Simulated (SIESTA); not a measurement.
## TaN under changes of volume

One of the cells (10.991 Å³/atom); the others are scaled copies at fixed shape and fractional positions:

```
CELL_PARAMETERS angstrom
2.95746 0.00000 0.00000
-1.47873 2.56123 0.00000
0.00000 0.00000 2.90209
ATOMIC_POSITIONS crystal
Ta 0.00000 0.00000 0.50000
N 0.66667 0.33333 0.00000
```

* Program: SIESTA 5.4.2
* Functional: PBEsol
* Potentials or basis: PseudoDojo 0.4 standard (PBEsol files)
* Basis: DZP (energy shift 0.003 Ry; two zetas on semicore shells)
* Grid cutoff: 800 Ry
* Energy shift: 0.003 Ry
* k mesh: 10 × 10 × 9
* Occupations: fermi-dirac, width 0.05 eV
* Spin: no spin polarisation

| volume (Å³/atom) | energy over the lowest point (meV/atom) | pressure (GPa) |
| --- | --- | --- |
| 10.129 | 42.73 | 25.4 |
| 10.345 | 15.25 | 15.7 |
| 10.560 | 0.00 | 7.1 |
| 10.991 | 1.40 | -7.7 |
| 11.207 | 16.03 | -13.9 |
| 11.422 | ? | ? |

Q: What does the run at 11.422 Å³/atom give?

A: Energy over the lowest point 38.52 meV/atom; pressure -19.5 GPa.

Worked out: A Birch-Murnaghan fit of order 3 (a polynomial in V^(-2/3)) to the other rows has its minimum at 10.76 Å³/atom with B0 = V·E''(V) = 371 GPa and B' = 4.1 at fixed shape and positions, which overstates the stiffness. It gives 38.68 meV/atom at 11.422 Å³/atom, against the run's 38.52, and -dE/dV = -19.7 GPa, against -19.5.

Energies are extrapolated to zero smearing.

Caveats: short orbitals over semicore shells can move pressures by several GPa; the basis of atomic orbitals isn't converged, which shifts pressures, moduli and gaps.
